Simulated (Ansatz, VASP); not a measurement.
## CsH: VASP beside Ansatz

```
Cs H
1.0
     4.04090    1.01022    1.01022
     1.01022    4.04090    1.01022
     1.01022    1.01022    4.04090
Cs H
1 1
Direct
  0.00000 0.00000 0.00000
  0.50000 0.50000 0.50000
```

Alike in both runs: task single point; functional LDA; k mesh 8 × 8 × 8; occupations gaussian, width 0.05 eV; no spin polarisation.

```csv
,VASP,Ansatz
version,VASP 6.6.1,Ansatz 0.2.0
potentials or method,"VASP PAW LDA potentials, release 64 (Cs_sv, H)","scalar-relativistic, plane waves, PAW"
plane-wave cutoff (eV),520,420
valence electrons in the cell,10,10
```

Ansatz gave:

| Item | Value |
| --- | --- |
| gap on the k mesh at the Fermi level (eV) | 1.72 |
| least direct gap on the mesh (eV) | 1.72 |
| pressure (GPa) | 0.2 |

Problem. Which values does VASP return?

Solution. gap on the k mesh at the Fermi level (eV): 1.69; least direct gap on the mesh (eV): 1.69; pressure (GPa): 0.3.

Caveats: spin-orbit coupling is left out, which moves the levels of the heavy elements. A k mesh can miss the band edges.
